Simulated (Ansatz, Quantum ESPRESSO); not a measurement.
# BeS (F-43m): phonons by linear response, part 4 of 4

Wanted: phonon bands, density of states and zone-centre response of BeS (F-43m).

Quantum ESPRESSO 7.5; DFT PBE, scalar-relativistic, plane waves, GBRV ultrasoft pseudopotentials.

So far. Step 12 (The LO-TO splitting (1 0 0)): The field moves one mode, from 559 to 658 cm⁻¹; the others stay. Step 14 (A changed mass): The top of the path falls from 658 to 514 cm⁻¹, a ratio of 0.78; a mode of that atom alone would give 0.71.

The database entry behind the starting cell differs from later determinations by our own check (0.1 to 0.3 % short, probably kX units), so it need not match the best structure at ambient conditions.

### 15. Cross-check with Ansatz

The same cell goes through another code, with its own cutoff. The potentials differ. Its k mesh is centred on Γ.

This step: DFT PBE, scalar-relativistic, plane waves, PseudoDojo norm-conserving pseudopotentials (Ansatz 0.2.0).

The input, input.yaml:

```yaml
crystal:
  lattice:
    - [-2.4385468879, 0.0, 2.4385468879]
    - [0.0, 2.4385468879, 2.4385468879]
    - [-2.4385468879, 2.4385468879, 0.0]
  atoms:
    - { symbol: Be, position: [0.0, 0.0, 0.0] }
    - { symbol: S, position: [0.25, 0.25, 0.25] }
kpoints:
  mp_grid: { grid: [8, 8, 8] }
hamiltonian:
  xc: pbe
  pseudopotentials: { kind: nc, accuracy: standard }
scf:
  occupations: { method: fixed }
output:
  eigenvalues: true
phonons:
  method: dfpt
  dielectric: true
  rigid_motions: translations
  qmesh: [4, 4, 4]
  temperatures: { t_max: 1000, t_step: 50 }
  qpath:
    path:
      - [[0.0, 0.0, 0.0], [0.0, 0.5, 0.5], [0.0, 0.625, 0.375]]
      - [[-0.375, 0.375, 0.0], [0.0, 0.0, 0.0], [0.0, 0.5, 0.0], [-0.25, 0.5, 0.25], [0.0, 0.5, 0.5]]
    npoints: 12
```

On the command line:

```sh
> ansatz run input.yaml --threads 4 --pin off --max-ram 8192MiB --backend cpu --events-out ev --progress --plain --runs-dir out
```

Numbers of over 12 decimals in the logs are rounded to 6 here.

The program printed:

```text
Warning: phonons: the dynamical matrix that this run interpolates holds no multipole term above the dipole-dipole one, and a site of this crystal is no centre of inversion, so its interpolated transverse optical and acoustic branches and sound speeds can stay off near Gamma, and the density of states and the thermodynamics with them. What a run solves at a wave vector of phonons.qpoints, Gamma apart, where the deck admits one, is free of this, and under fd what a larger phonons.supercell samples
Engine: ansatz 0.2.0, aarch64-unknown-linux-gnu
Pseudopotentials: kind: nc
Pseudopotential: Be, nc, valence charge 4, recommended cutoff 1197.300995 eV (normal), Be.nc.azcp (PseudoDojo's, or run here from an input of PseudoDojo's; its table is named by hamiltonian.pseudopotentials.accuracy)
Pseudopotential: S, nc, valence charge 6, recommended cutoff 770 eV (normal), S.nc.azcp (PseudoDojo's, or run here from an input of PseudoDojo's; its table is named by hamiltonian.pseudopotentials.accuracy)
Functional definition: PBE
  parameter kappa = 0.804
  parameter beta = 0.066725
  exchange = pbe_x(kappa = kappa, mu = beta*pi^2/3)
  correlation = pbe_c(beta = beta)
Crystal: 2 atoms, lattice volume = 29.002 Å³
Basis set: ecut = 1197.300995 eV, 2733 PW (Γ), exchange–correlation on 80×80×80 points (8 copies of the dense FFT grid, shifted against one another)
Bands: 9, of which v1, the nominal top of the filled ones, is band 5 counted from 1 (4 counted from 0)
Symmetry: 24 space group operations
k-points: 95 of 512 (irreducible under 4 space group operations, time reversal used)
Non-local potential: Be, projectors of the file, l = 0: 2, l = 1: 2
Non-local potential: S, projectors of the file, l = 0: 2, l = 1: 2, l = 2: 2
Initial density: superposition of atomic densities (chi_scale 0.1, normalization cell, long waves kept (reshape's long-wave potential 0.00 eV rms))
Initial wavefunctions: pseudopotential atomic-orbital guess
Functional: x = pbe(κ = 0.804, μ = 0.219515), c = pbe(β = 0.066725)
SCF iter   1: F=—  HF=-681.472747 eV  |F-HF|=—  |Δ(HF+E_count)|=         —  Δρ=4.72e-2  dr2=6.12e-1  ethr=3.10e-3  ⟨swp⟩=5.0  Hψ=6220  notcnv=0  defer=119
preconditioner: auto → none  [insulator: Δε(μ)=3.270 eV  Ē_g=12.674 eV  n_scr=8 (ndim 8)  ℏωp=19.5 eV  f_vac=0.000  ε∞_Penn≈3.4]
SCF iter   2: F=—  HF=-681.307962 eV  |F-HF|=—  |Δ(HF+E_count)|=   1.65e-1  Δρ=1.99e-2  dr2=9.25e-2  ethr=3.10e-3  ⟨swp⟩=2.3  Hψ=1865  notcnv=0  defer=178
SCF iter   3: F=—  HF=-681.293399 eV  |F-HF|=—  |Δ(HF+E_count)|=   1.46e-2  Δρ=2.47e-3  dr2=6.81e-4  ethr=9.25e-4  ⟨swp⟩=3.3  Hψ=1481  notcnv=0  defer=174
SCF iter   4: F=—  HF=-681.293925 eV  |F-HF|=—  |Δ(HF+E_count)|=   5.26e-4  Δρ=3.91e-4  dr2=5.07e-5  ethr=6.81e-6  ⟨swp⟩=2.4  Hψ=1370  notcnv=0  defer=181
SCF iter   5: F=—  HF=-681.293928 eV  |F-HF|=—  |Δ(HF+E_count)|=   3.09e-6  Δρ=7.36e-5  dr2=1.24e-6  ethr=5.07e-7  ⟨swp⟩=2.0  Hψ=1188  notcnv=0  defer=178
SCF iter   6: F=—  HF=-681.293927 eV  |F-HF|=—  |Δ(HF+E_count)|=   1.14e-6  Δρ=1.28e-5  dr2=1.40e-8  ethr=1.24e-8  ⟨swp⟩=2.6  Hψ=1258  notcnv=0  defer=63
SCF iter   7: F=—  HF=-681.293927 eV  |F-HF|=—  |Δ(HF+E_count)|=   2.71e-8  Δρ=9.17e-7  dr2=2.98e-10  ethr=1.40e-10  ⟨swp⟩=2.1  Hψ=1222  notcnv=0  defer=67
SCF iter   8: F=-681.293927 eV  HF=-681.293927 eV  |F-HF|=1.14e-12  |Δ(HF+E_count)|=  1.13e-10  Δρ=1.18e-7  dr2=3.64e-12  ethr=1.00e-12  ⟨swp⟩=9.7  Hψ=6766  notcnv=0
SCF 1 converged in 8 iterations: F = -681.293927 eV  dr2 = 3.64e-12
DFPT response loops at Γ: preconditioner auto → none (the input reference at scf.mixing.eps_inf says where Resta's filter doesn't serve); β = 0.50; Broyden in place of MSR1
── the response to a field inside a basis, on 8×8×8 k-points: an SCF that follows is theirs, and a resumed run solves both again ──
Bands: 6, of which v1, the nominal top of the filled ones, is band 5 counted from 1 (4 counted from 0)
k-points: 60 of 512 (irreducible under 6 space group operations, time reversal used)
Initial density: handed on by an earlier stage of this run
Initial wavefunctions: pseudopotential atomic-orbital guess (no wavefunctions were taken with the density)
Eigensolver: Dense (60 Hₖ)
SCF iter   1: F=—  HF=-681.292944 eV  |F-HF|=—  |Δ(HF+E_count)|=         —  Δρ=6.36e-5  dr2=1.39e-7  ethr=1.00e-1
preconditioner: auto → none  [insulator: Δε(μ)=3.390 eV  Ē_g=10.433 eV  n_scr=8 (ndim 8)  ℏωp=19.5 eV  f_vac=0.000  ε∞_Penn≈4.5]
SCF iter   2: F=-681.292946 eV  HF=-681.292945 eV  |F-HF|=3.28e-7  |Δ(HF+E_count)|=   9.44e-7  Δρ=3.16e-5  dr2=2.65e-8  ethr=1.39e-9
SCF 1 converged in 2 iterations: F = -681.292946 eV  dr2 = 2.65e-8
DFPT response loops at Γ: mixed as the last ones told, above
NSCF: frozen V_eff on 29 k-points
NSCF: frozen V_eff on 576 k-points
DFPT response loops at q = (0, 0, 0.25) (fractional): mixed as the last ones told, above
NSCF: frozen V_eff on 300 k-points
DFPT response loops at q = (0, 0, -0.5) (fractional): preconditioner auto → Resta (q_TF=auto, 2.285 Å⁻¹)  ε∞=4.4 (no band partly filled); β = 1.00, the filter's whole step (`scf.mixing.beta` (0.50) is not read by the response loops at its default; to damp them type it under 1.00, their step now; it binds the ground state too); Broyden in place of MSR1
NSCF: frozen V_eff on 328 k-points
DFPT response loops at q = (0, 0.25, 0.25) (fractional): preconditioner auto → none (the input reference at scf.mixing.eps_inf says where Resta's filter doesn't serve); β = 0.50; Broyden in place of MSR1
NSCF: frozen V_eff on 1024 k-points
DFPT response loops at q = (0, 0.25, -0.5) (fractional): mixed as the last ones told, above
NSCF: frozen V_eff on 576 k-points
DFPT response loops at q = (0, 0.25, -0.25) (fractional): mixed as the last ones told, above
NSCF: frozen V_eff on 190 k-points
DFPT response loops at q = (0, -0.5, -0.5) (fractional): mixed as the last ones told, above
NSCF: frozen V_eff on 328 k-points
DFPT response loops at q = (0.25, -0.5, -0.25) (fractional): mixed as the last ones told, above
SCF converged after 8 iterations
Free energy (F): -681.293927 eV
Harris-Foulkes:  -681.293927 eV  (|F-HF|=1.14e-12)
Internal energy: -681.293927 eV  (E = F + TS)
E sigma→0 (E₀):  -681.293927 eV
Fermi energy:    5.341173 eV
--- Per-component energies (eV) ---
  E_band       = -185.338585
  E_kinetic    = 341.667144
  E_local      = -365.496562  (includes V_loc(G=0)·N_el)
  E_nonlocal   = -200.022841
  E_hartree    = 103.734636
  E_xc         = -152.393444
  E_vxc        = -168.955588  (∫ρ·V_xc dr)
  E_ewald      = -408.782861
  E_smearing   = -0.000000  (= −TS)
  E_closure    = -0.000000  (closes the sum)
  Σ components = -681.293927   (vs F -681.293927, Δ=0.00e0)
--- Band table (eV; the first three rows and the last of 95) ---
  k-point 0: bands = ["-93.6609", "-8.2368", "5.3412", "5.3412", "5.3412", "11.0116", "11.0116", "11.0116", "11.0887"]
  k-point 1: bands = ["-93.6609", "-8.0637", "4.1612", "5.1476", "5.1476", "10.9047", "11.3587", "11.3587", "12.3890"]
  k-point 2: bands = ["-93.6609", "-7.5879", "2.0951", "4.7599", "4.7599", "10.8451", "11.8933", "11.8933", "14.4821"]
  k-point 94: bands = ["-93.6609", "-6.1494", "0.4136", "2.7597", "2.7597", "8.4914", "10.2712", "17.9499", "17.9499"]
--- Phonons (Γ-DFPT): 2 representative perturbations + reference, on 95 of 512 k-points (Σ response iterations 6) ---
  k mesh reduced under 4 symmetry operations, with k and −k counted as one. Each operation leaves every solved perturbation unchanged. A smaller set is not considered because the run solves the response to a homogeneous field
  ASR residual: 5.613e-5 → 0.000e0 eV/Å²; symmetrization residual: 1.889e-6 eV/Å²
  ASR residual per site (eV/Å²): 5.61e-5 1.53e-5
  Γ frequencies (cm⁻¹): 0.00 0.00 0.00 560.15 560.15 560.15
  ε∞ (high-frequency dielectric tensor):
        5.245500    -0.000000     0.000000
       -0.000000     5.245500     0.000000
        0.000000     0.000000     5.245500
  ε⁰ (static dielectric tensor: ions relaxed, cell fixed):
        7.256253    -0.000000     0.000000
       -0.000000     7.256253     0.000000
        0.000000     0.000000     7.256253
  ε⁰ − ε∞ (ionic part):
        2.010753    -0.000000     0.000000
       -0.000000     2.010753     0.000000
        0.000000     0.000000     2.010753
  softest optical mode at Γ: 560.15 cm⁻¹; the repairs (sum rule, projections) moved no ω² at Γ by more than (1.43 cm⁻¹)²
  Born effective charges Z* (e; rows j = field, columns β = displacement):
    site 0:
         1.61735   -0.00000    0.00000
         0.00000    1.61735    0.00000
         0.00000    0.00000    1.61735
    site 1:
        -1.61735    0.00000   -0.00000
        -0.00000   -1.61735   -0.00000
        -0.00000   -0.00000   -1.61735
  Z* charge neutrality: 1.407e-3 e pre-enforcement
  solved inside a basis spanned on kpoints, on 8×8×8 k-points, its susceptibility summed on 12×12×12: ε∞ is read to err by 1.4e-2, Z* by 7.4e-3 e (field_mesh: kpoints solves on kpoints); Z* is corrected for what the basis lacks
  optical modes at Γ without the LO–TO term, one row a degenerate level:
      ω (cm⁻¹)  modes    IR ((D/Å)²/amu)
        560.15      3            25.7362
  optical modes at Γ + LO–TO along q̂ = [1.0000, 0.0000, 0.0000]:
      ω (cm⁻¹)  modes    IR ((D/Å)²/amu)
        560.15      2            17.1575
        658.81      1             8.5787
  optical modes at Γ + LO–TO along q̂ = [0.0000, 1.0000, 0.0000]:
      ω (cm⁻¹)  modes    IR ((D/Å)²/amu)
        560.15      2            17.1575
        658.81      1             8.5787
  optical modes at Γ + LO–TO along q̂ = [0.0000, 0.0000, 1.0000]:
      ω (cm⁻¹)  modes    IR ((D/Å)²/amu)
        560.15      2            17.1575
        658.81      1             8.5787
--- Phonons (arbitrary-q DFPT): 8 irreducible q on the 4×4×4 mesh ---
  q = [0.0000, 0.0000, 0.0000] (star 1, of the zone-centre solve; hermiticity 4.65e-7, symmetrization 2.58e-15): -0.00 0.00 0.00 560.15 560.15 560.15
  q = [0.0000, 0.0000, 0.2500] (star 8, 2 solved perturbations on 288 of 512 k-point pairs; hermiticity 5.51e-7, symmetrization 9.02e-14): 124.87 124.87 252.72 546.31 546.31 636.25
  q = [0.0000, 0.0000, -0.5000] (star 4, 2 solved perturbations on 150 of 512 k-point pairs; hermiticity 1.34e-6, symmetrization 5.62e-7): 165.25 165.25 367.99 539.64 539.64 605.31
  q = [0.0000, 0.2500, 0.2500] (star 6, 4 solved perturbations in 528 linear systems a pass and spin channel, the states on 164 of 512 k-point pairs; hermiticity 5.58e-7, symmetrization 8.36e-14): 173.17 173.17 256.07 527.01 527.01 655.04
  q = [0.0000, 0.2500, -0.5000] (star 24, 4 solved perturbations in 1600 linear systems a pass and spin channel, the states on 512 of 512 k-point pairs; hermiticity 6.65e-8, symmetrization 1.12e-8): 207.95 259.16 336.87 517.29 523.60 605.38
  q = [0.0000, 0.2500, -0.2500] (star 12, 4 solved perturbations in 904 linear systems a pass and spin channel, the states on 288 of 512 k-point pairs; hermiticity 2.00e-7, symmetrization 3.95e-14): 182.24 254.06 309.69 530.07 535.82 592.65
  q = [0.0000, -0.5000, -0.5000] (star 3, 4 solved perturbations in 308 linear systems a pass and spin channel, the states on 95 of 512 k-point pairs; hermiticity 1.73e-7, symmetrization 3.35e-10): 233.78 233.78 368.73 502.47 502.47 651.26
  q = [0.2500, -0.5000, -0.2500] (star 6, 4 solved perturbations in 502 linear systems a pass and spin channel, the states on 164 of 512 k-point pairs; hermiticity 1.85e-7, symmetrization 2.54e-8): 272.11 281.74 328.46 510.43 533.59 569.23
  sum rule: each row above includes the acoustic sum rule's correction from the zone centre's row sums; it moved no ω² by more than (1.30 cm⁻¹)²
  mesh force constants: q→R imaginary residual 1.18e-18; ASR residual 5.613e-5 → 0.000e0 eV/Å²; symmetrization residual 5.329e-15 eV/Å²
  interpolated dispersion: 75 rows × 6 modes
  density of states and harmonic sums: on the 24×24×24 q-mesh, interpolated from the force constants of a 4×4×4 supercell (with the dipole–dipole term)
  largest difference from the sums on the solved wave vectors: F 8.85e-3 eV, S 1.29e-5 and C_V 3.99e-6 eV/K
  zero-point energy: 0.148534 eV/cell   skipped modes (ω ≤ 0): 3   left out of the sums: 3.62e-5 of the cell's modes: C_V's classical limit lies that fraction below 3 k_B per atom; for a crystal, a wire or a layer, F and S can be off by more, and a phonons.interpolated_qmesh denser along its periods is the remedy for the sampling
```

Run time: 96 s. Hardware: 4 threads of Arm Neoverse V2, shared host; peak memory 1.4 GiB; 6.3 min of CPU time.

Read from the output:

```
gap on the k-mesh                                : 3.150 eV
sum-rule residual before enforcement             : 5.61e-5 eV/Å²
miss of the charge sum rule                      : 0.001407 e
estimated error of the dielectric tensor         : 0.01430
estimated error of the Born charges              : 0.007437 e
mean frequency                                   : 399.3 cm⁻¹
Debye temperature (second moment)                : 804 K
logarithmic mean frequency                       : 358.3 cm⁻¹
highest optical zone-centre mode (no LO-TO term) : 560.1 cm⁻¹
lowest optical zone-centre mode                  : 560.1 cm⁻¹
mean high-frequency dielectric constant          : 5.245
largest Born charge in size (third of the trace) : 1.617 e
mean static dielectric constant                  : 7.256
highest mode moved by the LO-TO term             : 658.8 cm⁻¹
```

Transverse modes. Lines of the infrared spectrum (strongest = 100):

```csv
position (cm⁻¹),label,"IR intensity ((D/Å)²/amu), degenerate modes summed, relative"
560,T2,100
```

### 16. The two compared: QE GBRV and Ansatz, PseudoDojo

Numbers from this step:

```yaml
root_mean_square_difference: 1.91 cm⁻¹
largest_difference: 2.85 cm⁻¹
root_mean_square_difference_on_the_path: 1 cm⁻¹
largest_difference_on_the_path: 1.7 cm⁻¹
```

The 12 of 48 modes that differ most. Frequencies side by side:

```csv
q (reciprocal lattice),mode,QE GBRV (cm⁻¹),"Ansatz, PseudoDojo (cm⁻¹)"
0 0 0,1,-18.62,0
0 0 0,2,-18.62,0
0 0 0,3,-18.62,0
0 0.25 0.25,4,524.4,527
0 0.25 -0.5,4,514.5,517.3
0 0.25 -0.5,5,520.8,523.6
0 0.25 -0.25,4,527.4,530.1
0 0.25 -0.25,5,533.1,535.8
0 -0.5 -0.5,4,499.6,502.5
0 -0.5 -0.5,5,499.6,502.5
0.25 -0.5 -0.25,4,507.7,510.4
0.25 -0.5 -0.25,5,530.8,533.6
```

The two runs side by side. Further quantities:

```csv
quantity,QE GBRV,"Ansatz, PseudoDojo"
mean ε∞,5.27,5.245
"largest Born charge in size (e; the first before, the second after the charge sum rule)",1.628,1.617
```

The interpolated bands of the two lie on top of each other.

At the solved wavevectors the largest difference (acoustic modes at Γ apart) is 0.4 % of the highest mode.

### 17. Results

- space group after relaxation: F-43m
- volume per atom: 14.5 Å³
- gap on the k-mesh: 3.15 eV
- highest optical zone-centre mode (no LO-TO term): 558.8 cm⁻¹
- highest mode moved by the LO-TO term: 658.3 cm⁻¹
- mean high-frequency dielectric constant: 5.27
- largest Born charge in size (third of the trace): 1.63 e
- mean static dielectric constant: 7.31
- q mesh: 4×4×4
- lowest mode on the q mesh (acoustic ones at the zone centre apart): 123.6 cm⁻¹
- zero-point energy per atom: 74.1 meV
- heat capacity at 300 K: 18.2 J/(mol atoms K)
- vibrational entropy at 300 K: 15.3 J/(mol atoms K)
- imaginary modes on the q mesh: none
- largest difference from Ansatz, PseudoDojo: 2.85 cm⁻¹

In words: BeS (F-43m) is dynamically stable on the 4×4×4 mesh; its spectrum reaches 658 cm⁻¹. At the PBE level the optical modes of BeS (F-43m) at the zone centre (no LO-TO term) lie at 559 cm⁻¹. Along the directions run, the highest mode that the macroscopic field moves lies at 658 cm⁻¹. Lattice motion raises the mean dielectric constant from 5.270 to 7.313. The Born charge of S is -1.625 e against a formal charge of -2, somewhat under it. The Lyddane-Sachs-Teller relation holds: (ωLO/ωTO)² is 1.39 and ε₀/ε∞ is 1.39. QE GBRV and Ansatz, PseudoDojo differ by 1.9 cm⁻¹ in the root mean square and by 2.9 cm⁻¹ at most, 0.4 % of the highest mode compared (acoustic modes at Γ left out; ph.x's values are those before the sum rule); the two use different potentials, and the cell was not relaxed for the second set. These are harmonic frequencies at zero temperature: anharmonic shifts and linewidths and thermal expansion are left out.

[Host names and launcher messages were left out of these logs when they were recorded.]

[Logs are printed without paths, hosts, clocks, repeated set-up lines and the standing remarks that a program may print on its own settings, such as how far it seeks lower states.]

[Hosts, paths, dates, database ids (printed as entryN), source tags and the programs' standing remarks are cut or masked in the printed files.]
